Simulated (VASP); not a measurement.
Here is a VASP 6.6.1 calculation.

The input INCAR:

```
PREC     = Accurate       # precision mode
ENCUT    = 600            # plane-wave cutoff, eV
EDIFF    = 1E-6           # SCF threshold, eV
ISMEAR   = 0              # smearing method
SIGMA    = 0.02           # smearing width, eV
LREAL    = F              # projectors in reciprocal space
LASPH    = T              # aspherical terms in the spheres
NELM     = 120            # most SCF steps
ALGO     = Fast           # electronic algorithm
ISIF     = 3              # what is computed and relaxed
LWAVE    = F              # write WAVECAR
LCHARG   = F              # write CHGCAR
GGA      = PE             # functional
IVDW     = 12             # dispersion correction
IBRION   = 2              # ionic algorithm
NSW      = 80             # ionic steps
EDIFFG   = -0.005         # ionic threshold
KPAR     = 4
```

File KPOINTS:

```
regular mesh
0
Gamma
  10 10 3
```

File POSCAR:

```
MoSe2
1.0
    3.3222602000      0.0000000000      0.0000000000
   -1.6611301000      2.8771617000      0.0000000000
    0.0000000000      0.0000000000     13.5429566000
Mo Se
2 4
Direct
    0.6666666700      0.3333333300      0.7500000000
    0.3333333300      0.6666666700      0.2500000000
    0.3333333300      0.6666666700      0.8722223200
    0.6666666700      0.3333333300      0.3722223200
    0.3333333300      0.6666666700      0.6277776800
    0.6666666700      0.3333333300      0.1277776800
```

Potentials or basis: VASP PAW PBE potentials, release 64 (Mo_sv, Se).

Launch:

```console
$ cat potpaw_PBE.64/Mo_sv/POTCAR potpaw_PBE.64/Se/POTCAR > POTCAR
$ mpirun -np 4 vasp_std > vasp.out
```

Task: What does it give for the relaxed volume?

Result: 19.75 Å³/atom.

Task: Predict the band gap on the k mesh.

Result: 0.76 eV, indirect (least direct gap 1.58 eV).

Task: Estimate the dispersion energy per atom.

Result: -0.479 eV.

Step by step:
| step | energy change (eV) | largest force (eV/Å) | pressure (GPa) | volume (Å³) |
| --- | --- | --- | --- | --- |
| 1 | 0.0000 | 0.2047 | -1.85 | 129.45 |
| 2 | -0.0243 | 0.4714 | 1.62 | 124.83 |
| 3 | -0.0278 | 0.3997 | 0.69 | 126.01 |
| 4 | -0.0402 | 0.0134 | -0.59 | 125.28 |
| 5 | -0.0416 | 0.0868 | -0.28 | 125.46 |
| 6 | -0.0543 | 0.0824 | -0.27 | 124.61 |
| 7 | -0.0867 | 0.0745 | -0.15 | 122.05 |
| 8 | -0.1028 | 0.0453 | 0.69 | 116.91 |
| 9 | -0.1071 | 0.0779 | 0.33 | 118.81 |
| 10 | -0.1074 | 0.0723 | 0.42 | 118.37 |
| 11 | -0.0889 | 0.3700 | -2.34 | 119.50 |
| 12 | -0.1080 | 0.0035 | -0.01 | 118.54 |
| 13 | -0.1080 | 0.0019 | -0.02 | 118.54 |
| 14 | -0.1080 | 0.0044 | 0.03 | 118.46 |
| 15 | -0.1081 | 0.0009 | 0.00 | 118.49 |

Caveat: an odd mesh through Γ misses points on the zone boundary, where band edges often lie.
